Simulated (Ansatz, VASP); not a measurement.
# One calculation of Pb, two programs

INCAR

```
PREC     = Accurate       # precision mode
ENCUT    = 520            # plane-wave cutoff, eV
EDIFF    = 1E-6           # SCF threshold, eV
ISMEAR   = -1             # smearing method
SIGMA    = 0.05           # smearing width, eV
LREAL    = F              # projectors in reciprocal space
LASPH    = T              # aspherical terms in the spheres
NELM     = 60             # most SCF steps
ALGO     = Normal         # electronic algorithm
ISIF     = 2              # what is computed and relaxed
LWAVE    = F              # write WAVECAR
LCHARG   = F              # write CHGCAR
GGA      = PS             # functional
NBANDS   = 21             # bands
```

File KPOINTS:

```
regular mesh
0
Gamma
  6 6 6
```

Contents of POSCAR:

```
Pb
1.0
    0.0000000000      3.4390000555      3.5077800566
    3.4390000555      0.0000000000      3.5077800566
    3.4390000555      3.4390000555      0.0000000000
Pb
2
Direct
    0.2500000000      0.2500000000      0.2500000000
    0.0000000000      0.0000000000      0.0000000000
```

Contents of input.yaml:

```yaml
crystal:
  lattice:
    - [0.0, 3.4390000555, 3.5077800566]
    - [3.4390000555, 0.0, 3.5077800566]
    - [3.4390000555, 3.4390000555, 0.0]
  atoms:
    - { symbol: Pb, position: [0.25, 0.25, 0.25] }
    - { symbol: Pb, position: [0.0, 0.0, 0.0] }
hamiltonian:
  xc: pbesol
  pseudopotentials: { kind: paw }
kpoints:
  mp_grid: { grid: [6, 6, 6] }
scf:
  occupations: { method: fermi_dirac, width: 0.05 }
output:
  forces: true
  stress: true
  eigenvalues: true
  write_density: true
  write_potential: true
  elf: true
  volumetric_format: npy
```

This isn't the form of Pb at room conditions, which is fcc.

Alike in both runs: task single point; functional PBEsol; k mesh 6 × 6 × 6; occupations fermi-dirac, width 0.05 eV; no spin polarisation.

|  | VASP | Ansatz |
| --- | --- | --- |
| version | VASP 6.6.1 | Ansatz 0.2.0 |
| potentials or method | VASP PAW PBE potentials, release 64 (Pb_d) | Ansatz PAW |
| plane-wave cutoff (eV) | 520 | 420 |
| valence electrons in the cell | 28 | 28 |

|  | VASP | Ansatz | Ansatz less VASP |
| --- | --- | --- | --- |
| gap on the k mesh at the Fermi level (eV) | none | none | - |
| pressure (GPa) | -0.1 | -0.1 | +0.06 |

A gap of «none» marks a metal or a gap that the smearing closes. With one functional, cell and mesh, what is left measures potentials, basis and numerics.

Caveats: the PAW data sets were made with another functional, which shifts forces and pressure a little (VASP); the PAW data sets come from PBE, with cores solved anew for the run's functional, which leaves a small shift of forces and pressure (Ansatz). The runs have no spin-orbit coupling, so splittings on Pb are missing.
